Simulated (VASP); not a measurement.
Write the native input for VASP 6.6.1 that does the following.

```yaml
Task: single point
Functional: PBEsol
Dispersion: D4
Potentials_or_basis: VASP PAW PBE potentials, release 64 (Se, In_d)
Cutoff: 520 eV
k_mesh: 12 × 12 × 1
Occupations: gaussian, width 0.03 eV
Spin: no spin polarisation
Dipole_correction: yes
Further_INCAR_settings: ALGO = Fast; EDIFF = 1e-07; NBANDS = 27
```

The structure of InSe lies in POSCAR:

```
InSe
1.0
    4.0500000000      0.0000000000      0.0000000000
   -2.0250000000      3.5074028853      0.0000000000
    0.0000000000      0.0000000000     19.3600000000
Se In
2 2
Direct
    0.6666670000      0.3333330000      0.3615702479
    0.6666670000      0.3333330000      0.6384297521
    0.3333330000      0.6666670000      0.4276859504
    0.3333330000      0.6666670000      0.5723140496
```

The cell was built by a generator and needn't be a form met in nature.

These files were run (other wordings do the same):

INCAR

```
PREC = Accurate ; ENCUT = 520
EDIFF = 1E-7 ; ISMEAR = 0
SIGMA = 0.03 ; LREAL = F
LASPH = T ; NELM = 100
ALGO = Fast ; ISIF = 2
LWAVE = F ; LCHARG = T
LDIPOL = T ; IDIPOL = 3
DIPOL = 0.5 0.5 0.500 ; GGA = PS
IVDW = 13 ; LELF = T
LVHAR = T ; LVACPOTAV = T
NBANDS = 27
```

KPOINTS

```
Automatic mesh
0
Gamma
  12 12 1
```

Potentials or basis: VASP PAW PBE potentials, release 64 (Se, In_d).

Run with:

```console
$ cat potpaw_PBE.64/Se/POTCAR potpaw_PBE.64/In_d/POTCAR > POTCAR
$ mpirun -np 1 vasp_std > vasp.out
```

Results of the run:

The largest force is 0.197 eV/Å and the band gap on the k mesh is 1.45 eV, indirect (least direct gap 1.53 eV). The dispersion energy per atom is -0.131 eV and the ionisation potential of the upper face is 5.98 eV.

Caveat: the PAW data sets were made with another functional, which shifts forces and pressure a little; spin-orbit coupling is left out, which moves the levels of the heavy elements.

Run time: 8.7 min on 1 thread of Intel(R) Xeon(R) Platinum 8488C (Sapphire Rapids) (shared host), peak memory 0.43 GiB.
